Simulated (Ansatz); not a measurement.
# InSb: a single-point run

Wanted: a converged single-point run for InSb, and a check of what comes out. The structure is shown as the input types it. The cell is built on a prototype (rocksalt) and needn't be the phase found in nature.

Computed with Ansatz 0.2.0 (density functional or hybrid calculation with the settings of its input, plane waves (as first typed), unless a step's input says otherwise).

1 further run of the same task is left out (it didn't finish).

## (1) The starting structure

The structure is cubic, space group Fm-3m (No. 225). The conventional cell has a = 6.084 Å, b = 6.084 Å, c = 6.084 Å, α = 90.00°, β = 90.00°, γ = 90.00°. In (site symmetry m-3m) is surrounded by 6 Sb at 3.04 Å. Sb (site symmetry m-3m) has 6 In at 3.04 Å as nearest neighbours.

As a file:

```
In Sb
1.0
     0.00000    3.04221    3.04221
     3.04221    0.00000    3.04221
     3.04221    3.04221    0.00000
In Sb
1 1
Direct
  0.00000 0.00000 0.00000
  0.50000 0.50000 0.50000
```

## (2) Input and run

File input.yaml:

```yaml
crystal:
  lattice:
    - [0.0, 3.042210626, 3.042210626]
    - [3.042210626, 0.0, 3.042210626]
    - [3.042210626, 3.042210626, 0.0]
  atoms:
    - { symbol: In, position: [0.0, 0.0, 0.0] }
    - { symbol: Sb, position: [0.5, 0.5, 0.5] }
kpoints:
  mp_grid: { grid: [2, 4, 6] }
hamiltonian:
  xc: pbe
scf:
  occupations: { method: fermi_dirac, width: 0.02 }
  n_extra_bands: 4
output:
  forces: true
  stress: true
  eigenvalues: true
```

Command:

```bash
> ansatz run input.yaml --threads 4 --pin off --max-ram 3686MiB --backend cpu --events-out ev --progress --plain --runs-dir out
```

What happens when this is run?

The run converged and reported no error, with warnings (symmetry narrowed by mesh). Its log warns: «crystal.symmetry: narrowed to the stabiliser of the k-point mesh — unitary ops 48 → 4; excluded 44 operations that carry a point of the 2×4×6 mesh (shift [0, 0 ...»

The suspect setting: kpoints.mp_grid.grid is [2, 4, 6]. The mesh has lower symmetry than the crystal, so equivalent directions are sampled differently.

To check: set kpoints.mp_grid.grid to [6, 6, 6].
